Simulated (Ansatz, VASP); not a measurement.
Given: the input of a run of VASP 6.6.1 on CdS (Greenockite).

The input INCAR:

```
SYSTEM = CdS
ALGO = Normal
EDIFF = 1E-6
ENCUT = 520
GGA = PS
ISIF = 2
ISMEAR = -1
LASPH = .TRUE.
LCHARG = .TRUE.
LELF = .TRUE.
LREAL = .FALSE.
LVHAR = .TRUE.
LWAVE = .FALSE.
NBANDS = 26
NELM = 80
PREC = Accurate
SIGMA = 0.05
```

KPOINTS

```
k-points
0
G
  7 7 4
  0 0 0
```

Contents of POSCAR:

```
CdS
1.0
    4.0652823512      0.0000000000      0.0000000000
   -2.0326411756      3.5206377897      0.0000000000
    0.0000000000      0.0000000000      6.5994716144
Cd S
2 2
Direct
    0.6666666667      0.3333333333      0.5000000000
    0.3333333333      0.6666666667      0.0000000000
    0.6666666667      0.3333333333      0.8750000000
    0.3333333333      0.6666666667      0.3750000000
```

Potentials or basis: VASP PAW PBE potentials, release 64 (Cd, S).

Run with:

```console
$ cat potpaw_PBE.64/Cd/POTCAR potpaw_PBE.64/S/POTCAR > POTCAR
$ mpirun -np 1 vasp_std > vasp.out
```

Q: Set up the same calculation for Ansatz 0.2.0. Potentials there: all-electron LAPW, scalar-relativistic.

A: As run (the cutoff follows the program's own potentials):

The input input.yaml:

```yaml
crystal:
  lattice:
    - [4.0652823512, 0.0, 0.0]
    - [-2.0326411756, 3.5206377897, 0.0]
    - [0.0, 0.0, 6.5994716144]
  atoms:
    - { symbol: Cd, position: [0.6666666667, 0.3333333333, 0.5] }
    - { symbol: Cd, position: [0.3333333333, 0.6666666667, 0.0] }
    - { symbol: S, position: [0.6666666667, 0.3333333333, 0.875] }
    - { symbol: S, position: [0.3333333333, 0.6666666667, 0.375] }
kpoints:
  mp_grid: { grid: [7, 7, 4] }
scf:
  occupations: { method: fermi_dirac, width: 0.05 }
hamiltonian:
  xc: pbesol
  pseudopotentials: { kind: all_electron, lapw: { basis_error: 0.002 } }
output:
  forces: true
  stress: true
  eigenvalues: true
```

Potentials or basis: all-electron LAPW, scalar-relativistic.

Command:

```console
$ ansatz run input.yaml --threads 2 --pin off --max-ram 6144MiB --backend cpu --events-out ev --progress --plain --runs-dir out
```

Both were run:

|  | VASP | Ansatz | Ansatz less VASP |
| --- | --- | --- | --- |
| gap on the k mesh at the Fermi level (eV) | 1.20 | 1.19 | -0.007 |
| least direct gap on the mesh (eV) | 1.20 | 1.19 | -0.007 |
| pressure (GPa) | 3.6 | 3.1 | -0.45 |
| largest component of the traceless stress (GPa) | 0.55 | 0.53 | -0.022 |
| rms of the force components (eV/Å) | 0.046 | 0.045 | -0.0007 |

Atom by atom the forces differ by 0.001 eV/Å (rms over components). Ansatz ran all-electron here, so the differences hold the error of VASP's frozen core and of both bases.

Caveats: the PAW data sets were made with another functional, which shifts forces and pressure a little (VASP).
